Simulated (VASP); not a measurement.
# H2 in VASP: further runs, part 2 of 2

VASP 6.6.1. The steps go on from the part before.

## Step 3: Relaxation of the atoms, PBE+D3(BJ)

The input, INCAR:

```
  ALGO = Fast
  EDIFF = 1E-7
  EDIFFG = -0.005
  ENCUT = 520
  GGA = PE
  IBRION = 2
  ISIF = 2
  ISMEAR = 0
  ISYM = 0
  IVDW = 12
  LASPH = T
  LCHARG = F
  LREAL = F
  LWAVE = F
  NELM = 60
  NSW = 90
  PREC = Accurate
  SIGMA = 0.02
```

The input, KPOINTS:

```
k-points
0
Gamma
  1 1 1
```

The input, POSCAR:

```
H
1.0
   10.0000000000      0.0000000000      0.0000000000
    0.0000000000     10.5000000000      0.0000000000
    0.0000000000      0.0000000000     11.0000000000
H
2
Direct
    0.5000000000      0.5000000000      0.4663636400
    0.5000000000      0.5000000000      0.5336363600
```

Potentials or basis: VASP PAW PBE potentials, release 64 (H).

Run with:

```console
$ cat potpaw_PBE.64/H/POTCAR > POTCAR
$ mpirun -np 1 vasp_std > vasp.out
```

OUTCAR:

```text
EDIFF = 1E-7
   EDIFFG = -0.005
   ENCUT = 520
   GGA = PE
   IBRION = 2
   ISIF = 2
   ISMEAR = 0
   ISYM = 0
   IVDW = 12
   LASPH = T
   LREAL = F
   NELM = 60
   NSW = 90
   PREC = Accurate
 IVDW          = 12

 ion  position               nearest neighbor table
   1  0.500  0.500  0.466-   2 0.74
   2  0.500  0.500  0.534-   1 0.74

IMPORTANT INFORMATION: All symmetrisations will be switched off!
NOSYMM: (Re-)initialisation of all symmetry stuff for point group C_1.

----------------------------------------------------------------------------------------

                                     Primitive cell

  volume of cell :    1155.0000

  direct lattice vectors                    reciprocal lattice vectors
    10.000000000  0.000000000  0.000000000     0.100000000  0.000000000  0.000000000
     0.000000000 10.500000000  0.000000000     0.000000000  0.095238095  0.000000000
     0.000000000  0.000000000 11.000000000     0.000000000  0.000000000  0.090909091

  length of vectors
    10.000000000 10.500000000 11.000000000     0.100000000  0.095238095  0.090909091

  position of ions in fractional coordinates (direct lattice)
     0.500000000  0.500000000  0.466363640
     0.500000000  0.500000000  0.533636360

  ion indices of the primitive-cell ions
   primitive index   ion index
                 1           1
                 2           2

----------------------------------------------------------------------------------------

 KPOINTS: k-points

Automatic generation of k-mesh.
 Grid dimensions read from file:
 generate k-points for:    1    1    1

 Generating k-lattice:

  Cartesian coordinates                     Fractional coordinates (reciprocal lattice)
     0.100000000  0.000000000  0.000000000     1.000000000  0.000000000  0.000000000
     0.000000000  0.095238095  0.000000000     0.000000000  1.000000000  0.000000000
     0.000000000  0.000000000  0.090909091     0.000000000  0.000000000  1.000000000

  Length of vectors
     0.100000000  0.095238095  0.090909091

  Shift w.r.t. Gamma in fractional coordinates (k-lattice)
     0.000000000  0.000000000  0.000000000

 Subroutine IBZKPT returns following result:
 ===========================================

 Found      1 irreducible k-points:

 Following reciprocal coordinates:
            Coordinates               Weight
  0.000000  0.000000  0.000000      1.000000
   k-points           NKPTS =      1   k-points in BZ     NKDIM =      1   number of bands    NBANDS=      5
   number of dos      NEDOS =    301   number of ions     NIONS =      2
   total plane-waves  NPLWV = 537600
   dimension x,y,z NGX =    80 NGY =   80 NGZ =   84
   dimension x,y,z NGXF=   160 NGYF=  160 NGZF=  168
   ions per type =               2
   NGX,Y,Z   is equivalent  to a cutoff of  13.30, 12.67, 12.70 a.u.
   NGXF,Y,Z  is equivalent  to a cutoff of  26.60, 25.33, 25.39 a.u.
 SYSTEM =  unknown system
   PREC   = accura    normal or accurate (medium, high low for compatibility)
   ISTART =      0    job   : 0-new  1-cont  2-samecut
   ICHARG =      2    charge: 1-file 2-atom 10-const
   ISPIN  =      1    spin polarized calculation?
   LNONCOLLINEAR =      F non collinear calculations
   LSORBIT =      F    spin-orbit coupling
   LASPH  =      T    aspherical Exc in radial PAW
   ENCUT  =  520.0 eV  38.22 Ry    6.18 a.u.  18.59 19.52 20.45*2*pi/ulx,y,z
   NELM   =     60;   NELMIN=  2; NELMDL= -5     # of ELM steps
   EDIFF  = 0.1E-06   stopping-criterion for ELM
   LREAL  =      F    real-space projection
   EDIFFG = -.5E-02   stopping-criterion for IOM
   NSW    =     90    number of steps for IOM
   IBRION =      2    ionic relax: 0-MD 1-quasi-New 2-CG
   NFREE  =      1    steps in history (QN), initial steepest desc. (CG)
   ISIF   =      2    stress and relaxation
   ISYM   =      0    0-nonsym 1-usesym 2-fastsym
   POTIM  = 0.5000    time-step for ionic-motion
   TEBEG  =    0.0;   TEEND  =   0.0 temperature during run
   PSTRESS=    0.0 pullay stress
   NELECT =       2.0000    total number of electrons
   NUPDOWN=      -1.0000    fix difference up-down
   EMIN   =  10.00;   EMAX   =-10.00  energy-range for DOS
   EFERMI =   0.00;   METHOD = LEGACY
   ISMEAR =     0;   SIGMA  =   0.02  broadening in eV -4-tet -1-fermi 0-gaus
   EFERMI_NEDOS =   21; number of points for ismear=-14 and -15
   IALGO  =     68    algorithm
   IMIX   =      4    mixing-type and parameters
     AMIX     =   0.40;   BMIX     =  1.00
     AMIX_MAG =   1.60;   BMIX_MAG =  1.00
  volume/ion in A,a.u.               =     577.50      3897.16
  Fermi-wavevector in a.u.,A,eV,Ry     =   0.196588  0.371498  0.525823  0.038647
  Thomas-Fermi vector in A             =   0.945437
   LORBIT       =      0    0 simple, 1 ext, 2 COOP (PROOUT), +10 PAW based schemes
   GGA     = PE    functional components
   LHFCALC =     F    Hartree Fock is set to
   AEXX    =    0.0000 exact exchange contribution
   IVDW    =    12    specifies the selected vdW correction
   LEPSILON=     F    determine dielectric tensor
   LRPA    =     F    only Hartree local field effects (RPA)
 conjugate gradient relaxation of ions
 non-spin polarized calculation
 RMM-DIIS sequential band-by-band and
 Gauss-broadening in eV      SIGMA  =   0.02
  energy-cutoff  :      520.00
  volume of cell :     1155.00
 maximum number of plane-waves:     31095
 NGX is ok and might be reduce to    80
   NGX = 37   NGY = 39   NGZ = 41

--------------------------------------- Ionic step        1  -------------------------------------------

 number of electron       2.0000000 magnetization

 Free energy of the ion-electron system (eV)
  ---------------------------------------------------
  ext. energy  EPLUGINS =         0.00000000
  ---------------------------------------------------
  free energy    TOTEN  =        -6.77062831 eV

  energy without entropy =       -6.77062831  energy(sigma->0) =       -6.77062831

------------------------ aborting loop because EDIFF is reached ----------------------------------------

 Edisp (eV)   -0.00252

 E8    (eV) :    -0.0005

  FORCE on cell =-STRESS in cart. coord.  units (eV):
  Direction    XX          YY          ZZ          XY          YZ          ZX
  --------------------------------------------------------------------------------------
  -------------------------------------------------------------------------------------
  Total      -0.02784    -0.02762     0.22622    -0.00000    -0.00000    -0.00000
  in kB      -0.03862    -0.03831     0.31381    -0.00000    -0.00000    -0.00000
  external pressure =        0.08 kB  Pullay stress =        0.00 kB
[... 61 lines left out ...]
  energy  without entropy=       -6.7653065744  energy(sigma->0) =       -6.76530657

--------------------------------------- Ionic step        3  -------------------------------------------

 number of electron       2.0000000 magnetization

 Free energy of the ion-electron system (eV)
  ---------------------------------------------------
  ext. energy  EPLUGINS =         0.00000000
  ---------------------------------------------------
  free energy    TOTEN  =        -6.77236017 eV

  energy without entropy =       -6.77236017  energy(sigma->0) =       -6.77236017

 E-fermi : -10.2064     XC(G=0):  -0.3251

 val. band max:      -10.3094085107   @ k =   0.0000   0.0000   0.0000
 cond. band min:      -0.1456713016   @ k =   0.0000   0.0000   0.0000
 fundamental gap:     10.1637372091
 Fermi energy:       -10.2064153187

 k-point     1 :       0.0000    0.0000    0.0000
  band No.  band energies     occupation
      1     -10.3094      2.00000
      2      -0.1457      0.00000
      3       0.3150      0.00000
      4       0.8846      0.00000
      5       0.9775      0.00000

------------------------ aborting loop because EDIFF is reached ----------------------------------------

 Edisp (eV)   -0.00253

 E8    (eV) :    -0.0005
[... 25 lines left out ...]
  FREE ENERGIE OF THE ION-ELECTRON SYSTEM (eV)
  ---------------------------------------------------
  free  energy   TOTEN  =        -6.7748895574 eV

  energy  without entropy=       -6.7748895574  energy(sigma->0) =       -6.77488956

 reached required accuracy - stopping structural energy minimisation
```

Run time: 88 s. Hardware: 1 thread of Intel Xeon 6975P-C (Granite Rapids), shared host; peak memory 0.97 GiB.

Results:

| Property | Result |
| --- | --- |
| Free energy | -6.7749 eV |
| Energy gained by relaxing | 0.9 meV/atom |
| Ionic steps | 3 |
| Gap between the frontier levels | 10.16 eV |
| Dispersion energy per atom | -0.001 eV |

Step by step:
```
step  energy change (eV)  largest force (eV/Å)  pressure (GPa)
   1              0.0000                0.3543            0.01
   2              0.0078                0.7707           -0.03
   3             -0.0017                0.0004            0.00
```

Final structure:
```
CELL_PARAMETERS angstrom
10.00000 0.00000 0.00000
0.00000 10.50000 0.00000
0.00000 0.00000 11.00000
ATOMIC_POSITIONS crystal
H 0.50000 0.50000 0.46591
H 0.50000 0.50000 0.53409
```

Levels at points of the mesh, in eV from the valence-band top:
```
           k point  band 1  band 2  band 3  band 4  band 5
(0.00, 0.00, 0.00)    0.00   10.16   10.62   11.19   11.29
```
